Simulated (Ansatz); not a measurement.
Au (bcc type), DFT, PBE, all-electron PAW with datasets made for the crystal, scalar-relativistic (Ansatz 0.2.0), on 1 thread of Arm Neoverse V1 (shared host).

Command: `ansatz run input.yaml --threads 1 --pin off --max-ram 2048MiB --backend cpu --events-out ev --progress --plain --runs-dir out`

```yaml
crystal:
  lattice:
    - [-1.519769929, 1.519769929, 1.519769929]
    - [1.519769929, -1.519769929, 1.519769929]
    - [1.519769929, 1.519769929, -1.519769929]
  atoms:
    - { symbol: Au, position: [0.0, 0.0, 0.0] }
kpoints:
  mp_grid: { grid: [16, 16, 16] }
scf:
  occupations: { method: fermi_dirac, width: 0.08 }
hamiltonian:
  xc: pbe
  pseudopotentials: { kind: all_electron, datasets: crystal }
output:
  forces: true
  stress: true
  eigenvalues: true
```

(1) How large is the problem that the program sets up?

(2) About how long does it take?

Answers

(1) 145 irreducible k-points, 177 plane waves at Γ, 10 bands.

(2) 8.6 s of wall time for 7 SCF iterations. Times on shared machines scatter by tens of per cent.
